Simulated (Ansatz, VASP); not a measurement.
# Two plane-wave programs on Ta2N

```
Ta N
1.0
    -1.39060    1.39060    5.11142
     1.39060   -1.39060    5.11142
     1.39060    1.39060   -5.11142
Ta N
2 1
Direct
  0.36511 0.36511 0.00000
  0.63489 0.63489 0.00000
  0.00000 0.00000 0.00000
```

Alike in both runs: functional PBE; k mesh 24 × 24 × 24; occupations gaussian, width 0.1 eV; no spin polarisation.

Ansatz relaxed the structure, and its values are those at the end. VASP's run is a single point on that final structure, the one shown.

|  | VASP | Ansatz |
| --- | --- | --- |
| version | VASP 6.6.1 | Ansatz 0.2.0 |
| potentials or method | VASP PAW PBE potentials, release 64 (Ta_pv, N) | scalar-relativistic, plane waves, PAW |
| plane-wave cutoff (eV) | 520 | 420 |
| valence electrons in the cell | 27 | 31 |

|  | VASP | Ansatz | Ansatz less VASP |
| --- | --- | --- | --- |
| gap on the k mesh at the Fermi level (eV) | none | none | - |
| pressure (GPa) | 0.4 | 0.0 | -0.39 |
| rms of the force components (eV/Å) | 0.012 | 0.000 | -0.0124 |

A gap of «none» marks a metal or a gap that the smearing closes. With one functional, cell and mesh, what is left measures potentials, basis and numerics. The two sets of potentials don't hold the same shells in valence.

Spin-orbit coupling is left out, which matters for the levels of Ta.
